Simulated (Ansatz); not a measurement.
Write the native input for Ansatz 0.2.0 that does the following.

- Task: elastic constants
- Functional: PBEsol
- Potentials or basis: Ansatz PAW
- Cutoff: 420 eV (not typed: the program's choice for these potentials)
- k mesh: 8 × 8 × 6
- Occupations: fermi-dirac, width 0.05 eV
- Spin: no spin polarisation
- Atoms under strain: relaxed

Crystal: CuO.

```
Cu O
1.0
     1.99097   -2.15355    0.00000
     1.99097    2.15355    0.00000
     0.00000    0.00000    5.15593
Cu O
2 2
Direct
  0.50000 0.00000 0.00000
  0.00000 0.50000 0.50000
  0.50000 0.50000 0.25000
  0.50000 0.50000 0.75000
```

Measurements of this composition are mostly on another form, of space group No. 15.

The input as run:

input.yaml

```yaml
crystal:
  lattice:
    - [1.990968, -2.15355, 0.0]
    - [1.990968, 2.15355, 0.0]
    - [0.0, 0.0, 5.155928]
  atoms:
    - { symbol: Cu, position: [0.5, 0.0, 0.0] }
    - { symbol: Cu, position: [0.0, 0.5, 0.5] }
    - { symbol: O, position: [0.5, 0.5, 0.25] }
    - { symbol: O, position: [0.5, 0.5, 0.75] }
hamiltonian:
  xc: pbesol
  pseudopotentials: { kind: paw }
kpoints:
  mp_grid: { grid: [8, 8, 6] }
scf:
  occupations: { method: fermi_dirac, width: 0.05 }
output:
  forces: true
  stress: true
elastic:
  mode: relaxed_ion
  stencil: two_point
```

Potentials or basis: Ansatz PAW.

Launch:

```console
$ ansatz run input.yaml --threads 2 --pin off --max-ram 5632MiB --backend cpu --events-out ev --progress --plain --runs-dir out
```

It gave:

```yaml
Pressure: -6.1 GPa
Band_gap_on_the_k_mesh: none (metal or under the smearing width)
Voigt_bulk_modulus: 145 GPa
```

Caveat: the cell is more than 3 GPa from zero pressure, which shifts response properties; elastic constants of metals need much finer meshes, so these are rough; the pressure holds a Pulay correction of +0.7 GPa for the finite cutoff; the run has no spin polarisation, though such a crystal can be magnetic; semilocal functionals often make such compounds metallic where correlation or magnetic order opens a gap, which also shifts bond lengths; the PAW data sets come from PBE, with cores solved anew for the run's functional, which leaves a small shift of forces and pressure.

Run time: 110 s on 2 threads of Arm Neoverse V2, with other jobs on the host, peak memory 0.46 GiB.
